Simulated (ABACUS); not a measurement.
The system is Rh.

```xyz
1
Lattice="0.0000 1.8979 1.8979 1.8979 0.0000 1.8979 1.8979 1.8979 0.0000" Properties=species:S:1:pos:R:3 pbc="T T T"
Rh    0.0000    0.0000    0.0000
```

Base run:

```yaml
Program: ABACUS 3.10.1
Functional: SCAN
Potentials_or_basis: SG15 ONCV 1.2 PBE
Cutoff: 1361 eV
Density_cutoff: 5442 eV
Basis: DZP LCAO (the cutoffs set its grid)
k_mesh: 9 × 9 × 9
Occupations: fermi-dirac, width 0.05 eV
Spin: no spin polarisation
```

Its results: band gap on the k mesh none (metal or under the smearing width); pressure -2.2 GPa.

Problem. The run is repeated on the same cell with these changes: functional from SCAN to r2SCAN. What comes out?

Solution. Band gap on the k mesh none (metal or under the smearing width); pressure 0.7 GPa.

Caveats: the atomic orbitals were generated for these runs and aren't a published set; the potentials were made for another functional, which shifts forces and pressure; the basis of atomic orbitals isn't converged, which shifts pressures, moduli and gaps.

Not every run made on this cell is shown here.
